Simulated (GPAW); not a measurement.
Runs of GPAW 26.7.0 on TaN. The structure is cubic, space group Fm-3m (No. 225). The conventional cell has a = 4.423 Å, b = 4.423 Å, c = 4.423 Å, α = 90.00°, β = 90.00°, γ = 90.00°. Ta (site symmetry m-3m) has 6 N at 2.21 Å as nearest neighbours. N (site symmetry m-3m) is surrounded by 6 Ta at 2.21 Å. The cell comes from a database or a generator and needn't be the stable form of this composition.

```tsv
task	level	potentials or basis	spin	cell	k mesh	cutoff (eV)	smearing	older calculator (legacy_gpaw)	band path	band points	spin axis theta (degrees)	spin axis phi (degrees)	grid spacing	gap on the mesh (eV)	pressure (GPa)	relaxed volume (Å³/atom)
relaxation of cell and atoms	PBEsol+D3(BJ)	PAW data sets generated in the run's folder for this functional, pw	off	relaxed	10 × 10 × 10	800	fermi-dirac 0.05 eV	-	-	-	-	-	-	none	0.0	(a)
relaxation of cell and atoms	PBEsol	PAW data sets generated in the run's folder for this functional, pw	off	relaxed	10 × 10 × 10	800	fermi-dirac 0.05 eV	-	-	-	-	-	-	none	0.3	10.45
single point	PBE	GPAW PAW data sets (gpaw-data 1.2.1), pw	off	as given	10 × 10 × 10	800	gaussian 0.015 eV	-	-	-	-	-	-	none	-1.6	-
single point	PBE	GPAW PAW data sets (gpaw-data 1.2.1), pw	off	as given	10 × 10 × 10	800	gaussian 0.025 eV	-	-	-	-	-	-	none	-1.6	-
single point	PBE	GPAW PAW data sets (gpaw-data 1.2.1), pw	off	as given	10 × 10 × 10	800	gaussian 0.024 eV	-	-	-	-	-	-	none	-1.6	-
band structure	RPBE	the program's PAW data sets (release 1.2.1) made for this functional, pw	off	as given	10 × 10 × 10	800	fermi-dirac 0.05 eV	-	GXWKGLUWLK,UX	100	-	-	-	-	4.0	-
single point	PBE	GPAW PAW data sets (gpaw-data 1.2.1), pw	off	as given	10 × 10 × 10	800	gaussian 0.02 eV	-	-	-	-	-	-	none	-1.6	-
single point	PBE	GPAW PAW data sets (gpaw-data 1.2.1), pw	off	as given	10 × 10 × 10	800	gaussian 0.013 eV	-	-	-	-	-	-	none	-1.6	-
relaxation of cell and atoms	PBEsol+D4	PAW data sets generated in the run's folder for this functional, pw	off	relaxed	10 × 10 × 10	800	fermi-dirac 0.05 eV	-	-	-	-	-	-	none	0.0	10.37
relaxation of cell and atoms	PBEsol+D3	PAW data sets generated in the run's folder for this functional, pw	off	relaxed	10 × 10 × 10	800	fermi-dirac 0.05 eV	-	-	-	-	-	-	none	0.0	(b)
```

**Question.** Fill in the values left out.

**Answer.** (a) 10.25; (b) 10.29.

Caveats: later steps reuse the first step's grids (some runs); pairwise dispersion overbinds metals, which lowers pressure and volume (some runs).

A k mesh can miss the band edges, and the runs leave out spin-orbit coupling on Ta.

A gap of «none» marks a metal or a gap under the smearing width.

Not every run made on this cell is shown here.
